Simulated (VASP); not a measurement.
Wanted: the native input for a VASP 6.6.1 run.

```yaml
Task: relaxation of cell and atoms
Functional: PBE
Potentials_or_basis: VASP PAW PBE potentials, release 64 (Si, C)
Cutoff: 600 eV
k_mesh: 12 × 12 × 3
Occupations: gaussian, width 0.03 eV
Spin: no spin polarisation
Further_INCAR_settings: ALGO = Normal; EDIFF = 1e-07; IBRION = 2; EDIFFG = -0.005; NSW = 90; ISIF = 3
```

The structure of SiC lies in POSCAR:

```
SiC                                     
1.0
    3.0933125026      0.0000000000      0.0000000000
   -1.5466562463      2.6788872110      0.0000000000
    0.0000000000      0.0000000000     10.1263362769
  Si              C             
     4     4
Direct
     0.6666666699999979    0.3333333300000021    0.9378301239301475
     0.3333333300000021    0.6666666699999979    0.4378301239301476
     0.0000000000000000    0.0000000000000000    0.6878988003608835
     0.0000000000000000    0.0000000000000000    0.1878988003608834
     0.6666666699999979    0.3333333300000021    0.7498156860741072
     0.3333333300000021    0.6666666699999979    0.2498156860741072
     0.0000000000000000    0.0000000000000000    0.5004543896348691
     0.0000000000000000    0.0000000000000000    0.0004543896348691
```

The cell is a database's computed one.

One way to write it, as run:

INCAR

```
  PREC = Accurate
  ENCUT = 600
  EDIFF = 1E-7
  ISMEAR = 0
  SIGMA = 0.03
  LREAL = F
  LASPH = T
  NELM = 80
  ALGO = Normal
  ISIF = 3
  LWAVE = F
  LCHARG = F
  GGA = PE
  IBRION = 2
  NSW = 90
  EDIFFG = -0.005
  KPAR = 4
```

KPOINTS

```
regular mesh
0
Gamma
  12 12 3
```

Potentials or basis: VASP PAW PBE potentials, release 64 (Si, C).

Launch:

```bash
$ cat potpaw_PBE.64/Si/POTCAR potpaw_PBE.64/C/POTCAR > POTCAR
$ mpirun -np 4 vasp_std > vasp.out
```

It gave:

| Quantity | Value |
| --- | --- |
| Energy gained by relaxing | 0.0 meV/atom |
| Ionic steps | 3 |
| Pressure after relaxing | 0.0 GPa |
| Band gap on the k mesh | 2.22 eV, indirect (least direct gap 3.34 eV) |

Caveat: an odd mesh through Γ misses points on the zone boundary, where band edges often lie.

Wall time 42 s on 4 MPI ranks on Intel(R) Xeon(R) Platinum 8488C (Sapphire Rapids), on a shared host, peak memory 0.26 GiB a rank.
